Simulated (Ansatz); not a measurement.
The elements of this relaxed trial crystal are hidden behind letters.

```
lattice vectors (Å)
  -1.9494    1.9494    8.3310
   1.9494   -1.9494    8.3310
   1.9494    1.9494   -8.3310
fractional positions
X 0.1190 0.1190 0.0000
X 0.8810 0.8810 0.0000
Z 0.5000 0.0000 0.5000
Z 0.0000 0.5000 0.5000
Z 0.7500 0.2500 0.5000
Z 0.6249 0.6249 0.0000
Z 0.2500 0.7500 0.5000
Z 0.3751 0.3751 0.0000
```

These are results of Ansatz, DFT PBE, scalar-relativistic, plane waves, PAW, not measurements. Settings of the last relaxation (8-atom cell): 420 eV, 12×12×12 k points, Gaussian smearing of 0.10 eV, no spin polarisation.

* Space group: I4/mmm (No. 139)
* Conventional cell: a = 3.899 Å, c = 16.662 Å
* Volume per atom: 15.83 Å³
* Density: 3.38 g/cm³
* Formation energy: −0.40 eV/atom
* Gap on the 12×12×12 mesh of the 8-atom cell: 0 eV (a metal)

Energies are uncorrected and count from the elements' standard states at the same level.

**Question.** X is a d-block element of period 4 and Z is a p-block element of period 3. Which elements are they?

**Answer.** X = Ti, Z = Al, so the formula is TiAl3. Density times volume gives a mean mass of 3.38 × 15.83/1.6605 = 32.2 u per atom, and this set has 32.2 u. Among the elements that the hints allow, noble gases aside, only these give it. Around Ti lie 12 Al at 2.76–2.93 Å; Al on a site of symmetry mmm has 8 Al at 2.76–2.85 Å and 4 Ti at 2.78 Å; Al on a site of symmetry -4m2 has 8 Al at 2.76–2.85 Å and 4 Ti at 2.93 Å; 1 more site not described.

A later test with randomly moved atoms came back to the same energy, though modes that don't fit the test's cell weren't probed.
